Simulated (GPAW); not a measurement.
Set up this calculation in GPAW 26.7.0, as an ASE script.

| Item | Value |
| --- | --- |
| Task | band structure |
| Functional | LDA |
| Potentials or basis | the program's PAW data sets (release 1.2.1) made for this functional |
| Cutoff | 600 eV |
| Basis | pw |
| k mesh | 6 × 6 × 1 |
| Occupations | fermi-dirac, width 0.05 eV |
| Spin | no spin polarisation |
| Maxiter | 150 |
| Band path | GMKGALHA,LM,KH |
| Band points | 61 |

Slab: Te2Mo, a slab with vacuum.

```
Te Mo
1.0
     3.56039    0.00000    0.00000
    -1.78020    3.08339    0.00000
     0.00000    0.00000   24.81126
Te Mo
4 2
Direct
  0.33333 0.66667 0.22364
  0.66667 0.33333 0.92063
  0.66667 0.33333 0.77636
  0.33333 0.66667 0.07937
  0.66667 0.33333 0.15154
  0.33333 0.66667 0.84846
```

These files were run (other wordings do the same):

run.py

```python
from ase import Atoms
from ase.dft.bandgap import bandgap
from ase.io import write
from ase.units import GPa
from gpaw import GPAW, PW

atoms = Atoms(['Te', 'Te', 'Te', 'Te', 'Mo', 'Mo'],
              cell=[[3.5603917377, 0.0, 0.0],
                    [-1.7801958688, 3.0833896922, 0.0],
                    [0.0, 0.0, 24.8112624]],
              scaled_positions=[[0.3333333333, 0.6666666667, 0.22363948],
                                [0.6666666667, 0.3333333333, 0.92062886],
                                [0.6666666667, 0.3333333333, 0.77636052],
                                [0.3333333333, 0.6666666667, 0.07937114],
                                [0.6666666667, 0.3333333333, 0.15154149],
                                [0.3333333333, 0.6666666667, 0.84845851]],
              pbc=True)

calc = GPAW(mode=PW(600),
            xc='LDA',
            kpts={'size': (6, 6, 1), 'gamma': True},
            occupations={'name': 'fermi-dirac', 'width': 0.05},
            nbands=46,
            convergence={'density': 1e-05, 'energy': 1e-05},
            maxiter=150,
            txt='gpaw.txt')
atoms.calc = calc
energy = atoms.get_potential_energy()
forces = atoms.get_forces()
stress = atoms.get_stress()
calc.write('gs.gpw')
write('result.traj', atoms)
print(f'Energy: {energy:.6f} eV')
print('Forces (eV/A):')
print(forces.round(4))
print('Stress (GPa):', (stress / GPa).round(3))
print('Fermi level:', round(calc.get_fermi_level(), 4), 'eV')
print(f'Gap: {bandgap(calc)[0]:.4f} eV, direct: {bandgap(calc, direct=True)[0]:.4f} eV')

path = atoms.cell.bandpath('GMKGALHA,LM,KH', npoints=61, eps=1e-4)
bs_calc = calc.fixed_density(kpts=path, symmetry='off', nbands=86,
                             convergence={'bands': 'CBM+6.0', 'eigenstates': 1e-6}, txt='bands.txt')
bs = bs_calc.band_structure()
bs.write('bs.json')
print(f'Gap on the path: {bandgap(bs_calc)[0]:.4f} eV')
```

Potentials or basis: the program's PAW data sets (release 1.2.1) made for this functional, pw.

Run with:

```bash
$ OMP_NUM_THREADS=1 python run.py
```

Results of the run:

| Quantity | Value |
| --- | --- |
| Largest force | 0.507 eV/Å |
| Band gap on the k mesh | 1.01 eV, direct |
| Band gap along the path | 1.01 eV, direct |

Caveat: spin-orbit coupling is left out, which moves the levels of the heavy elements.

Run time: 13 min on 1 thread of Arm Neoverse V1 (shared host), peak memory 1.3 GiB.
